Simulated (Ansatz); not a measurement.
**Al₂Cu: from a guess to a relaxed structure**

Method: DFT PBE, scalar-relativistic, plane waves, PAW in Ansatz 0.2.0. Cutoff 420 eV, Gaussian smearing, Γ-centred meshes. Cell and atoms relax first on a coarse mesh and then on a finer one. In between, the cell is made exact in the group found at 0.06 Å. In metals the finer mesh still leaves noise of several meV/atom or more. The steps can't lower the symmetry of their start. No spin polarisation.

A trial structure of Al₂Cu was built thus: random cell by space group and Wyckoff sites (P-3m1, No. 164). Its size is a rough estimate.

```cif
data_structure
_symmetry_space_group_name_H-M 'P-3m1'
_symmetry_Int_Tables_number 164
_cell_length_a 4.2900
_cell_length_b 4.2900
_cell_length_c 5.9288
_cell_angle_alpha 90.000
_cell_angle_beta 90.000
_cell_angle_gamma 120.000
_cell_volume 94.50
loop_
_atom_site_label
_atom_site_type_symbol
_atom_site_symmetry_multiplicity
_atom_site_Wyckoff_symbol
_atom_site_fract_x
_atom_site_fract_y
_atom_site_fract_z
_atom_site_occupancy
Al1 Al 3 f 0.50000 0.00000 0.50000 1
Al2 Al 1 b 0.00000 0.00000 0.50000 1
Cu1 Cu 2 d 0.33333 0.66667 0.05902 1
```

Energies over the elements count from the elements' standard structures at the same level, with no fitted energy shifts.

Question: Where does the relaxation end?

Answer: The symmetry goes from P-3m1 (No. 164) to P6/mmm (No. 191). The volume per atom grows by 10.3 %, from 15.7 to 17.4 Å³. The shortest distance goes from 2.15 Å (Al–Al) to 2.56 Å (Al–Cu). The energy falls by about 2.1 eV/atom (the start's value is from the coarse mesh). Conventional cell: a = 5.467 Å, c = 4.028 Å. Around Al on a site of symmetry mmm lie 4 Cu at 2.56 Å and 6 Al at 2.73 Å; around Al on a site of symmetry 6/mmm lie 6 Al at 2.73 Å; around Cu lie 6 Al at 2.56 Å.

```cif
data_structure
_symmetry_space_group_name_H-M 'P 1'
_symmetry_Int_Tables_number 1
_cell_length_a 5.4674
_cell_length_b 5.4674
_cell_length_c 4.0275
_cell_angle_alpha 90.000
_cell_angle_beta 90.000
_cell_angle_gamma 120.000
_cell_volume 104.26
loop_
_atom_site_label
_atom_site_type_symbol
_atom_site_fract_x
_atom_site_fract_y
_atom_site_fract_z
_atom_site_occupancy
Al1 Al 0.50000 0.00000 0.50000 1
Al2 Al 0.00000 0.50000 0.50000 1
Al3 Al 0.50000 0.50000 0.50000 1
Al4 Al 0.00000 0.00000 0.50000 1
Cu1 Cu 0.33333 0.66667 0.00000 1
Cu2 Cu 0.66667 0.33333 0.00000 1
```

Question: Give its energy and gap.

Answer: The energy over the elements is +0.15 eV/atom and the gap on the 12×12×10 mesh of the 6-atom cell is 0 eV (a metal).

A positive value: parting into the elements would lower its energy.

The last run used Gaussian smearing of 0.10 eV. A structure relaxed within its symmetry needn't be a true minimum. In all, the 3 runs took 2.1 min on 1 thread of Intel(R) Xeon(R) Platinum 8488C (Sapphire Rapids) (shared host). Another cell of Al2Cu relaxed alike, in Fm-3m (a Materials Project cell), lies 0.33 eV/atom lower, so this cell isn't the stable form at this level.
